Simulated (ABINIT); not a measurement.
The system is PtS2.

```
Pt S
1.0
     3.54320    0.00000    0.00000
    -1.77160    3.06850    0.00000
     0.00000    0.00000    5.03880
Pt S
1 2
Direct
  0.00000 0.00000 0.00000
  0.66667 0.33333 0.77300
  0.33333 0.66667 0.22700
```

| Property | Result |
| --- | --- |
| Program | ABINIT 10.8.3 (patched build) |
| Task | relaxation of cell and atoms |
| Functional | LDA |
| Potentials or basis | PseudoDojo NC SR LDA v0.4.1 standard |
| Cutoff | 1088 eV |
| k mesh | 7 × 7 × 4 |
| Occupations | fermi-dirac, width 0.05 eV |
| Spin | no spin polarisation |

At the start: pressure 3.4 GPa; volume 18.26 Å³/atom.

Task: Where does the relaxation end?

Result: Over 16 steps the energy falls by 31.5 meV/atom and the volume is 16.51 Å³/atom (-9.6 %); space group P-3m1 (No. 164, to 0.05 Å).

Step by step:
| step | energy change (eV) | largest force (eV/Å) | pressure (GPa) | volume (Å³) |
| --- | --- | --- | --- | --- |
| 1 | 0.0000 | 0.7865 | 3.40 | 54.78 |
| 2 | -0.0185 | 0.5217 | 1.06 | 55.36 |
| 3 | -0.0279 | 0.2539 | -1.01 | 55.79 |
| 4 | -0.0315 | 0.1620 | -1.45 | 55.76 |
| 5 | -0.0398 | 0.0128 | -1.71 | 55.26 |
| 6 | -0.0439 | 0.0393 | -1.08 | 54.67 |
| 7 | -0.0464 | 0.0064 | -0.18 | 54.11 |
| 8 | -0.0487 | 0.0618 | 0.51 | 53.66 |
| 9 | -0.0544 | 0.1637 | 1.70 | 52.67 |
| 10 | -0.0648 | 0.3046 | 3.44 | 50.80 |
| 11 | -0.0758 | 0.3716 | 4.31 | 49.10 |
| 12 | -0.0870 | 0.2462 | 2.67 | 48.59 |
| 13 | -0.0937 | 0.0319 | -0.50 | 49.89 |
| 14 | -0.0945 | 0.0131 | -0.01 | 49.55 |
| 15 | -0.0945 | 0.0004 | 0.01 | 49.52 |
| 16 | -0.0945 | 0.0001 | 0.00 | 49.53 |

Final structure:
```
CELL_PARAMETERS angstrom
3.56316 0.00000 0.00000
-1.78158 3.08579 0.00000
0.00000 0.00000 4.50444
ATOMIC_POSITIONS crystal
Pt 0.00000 0.00000 0.00000
S 0.66667 0.33333 0.73691
S 0.33333 0.66667 0.26309
```
